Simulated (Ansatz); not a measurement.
Tc:

```
Tc
1.0
     2.73936    0.00000    0.00000
    -1.36968    2.37235    0.00000
     0.00000    0.00000    8.76968
Tc
4
Cartesian
  1.3697 0.7908 6.5773
  0.0000 0.0000 4.3848
  0.0000 1.5816 2.1924
  0.0000 0.0000 0.0000
```

Base run:

```yaml
Program: Ansatz 0.2.0
Functional: PBEsol
Potentials_or_basis: all-electron LAPW, scalar-relativistic
Cutoff: 243 eV
Density_cutoff: 973 eV
Basis_error_allowed: 0.002 eV/atom
k_mesh: 11 × 11 × 3
Occupations: fermi-dirac, width 0.05 eV
Spin: no spin polarisation
```

Its results: pressure -5.3 GPa.

Q: The run is repeated on the same cell with these changes: functional from PBEsol to LDA. What comes out?

A: Pressure -10.6 GPa.

LDA binds more tightly than PBEsol, so the same cell stands under less pressure.

Not every run made on this cell is shown here.
